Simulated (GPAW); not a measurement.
```
! title: BaO (Fm-3m): G0W0 with GPAW, start to end
! method: DFT, PBE, plane waves, PAW (and 1 further level or step)
! program: GPAW 26.7.0
! settings of one run: cutoff 600 eV, GPAW PAW setups 1.2.1 data release, 4×4×4 k-mesh, nbands 383
! cost: 3 runs, 55 s in all on 4 MPI ranks of Arm Neoverse V2, shared host (the runs of this entry)
! notes: The database entry behind the starting cell differs from later determinations by our own check (about 0.7 % short). The cell and positions come from the Crystallography Open Database and are kept as given unless a step says otherwise. Limits: no spin-orbit coupling. Bands and cutoff are finite, so the gap is not at the basis limit. The miss can reach some tenths of an eV and take either sign; the mesh is an error of its own. The 4×4×4 mesh is coarse for this cell, which bears on the long-range parts of exchange and screening.
! PBE gap: 1.92 eV, direct
! G0W0 gap on the mesh: 3.02 eV
! GW settings: 4×4×4 mesh, 173 bands, screening to 150 eV, Godby-Needs plasmon pole
! known limits: not at the basis limit; no spin-orbit coupling; coarse k mesh
CELL_PARAMETERS angstrom
0.00000 2.75000 2.75000
2.75000 0.00000 2.75000
2.75000 2.75000 0.00000
ATOMIC_POSITIONS crystal
Ba 0.00000 0.00000 0.00000
O 0.50000 0.50000 0.50000
```

[Paths, hosts, dates, memory and timing lines, banners, echoed tables and standing remarks are left out of the program output.]

[Logs are printed without paths, hosts, clocks, repeated set-up lines and the standing remarks that a program may print on its own settings, such as how far it seeks lower states.]

[Runs of the session that timed out or met a known fault of the program may be left out.]

[Hosts, paths, dates, database ids (printed as entryN), source tags and the programs' standing remarks are cut or masked in the printed files.]
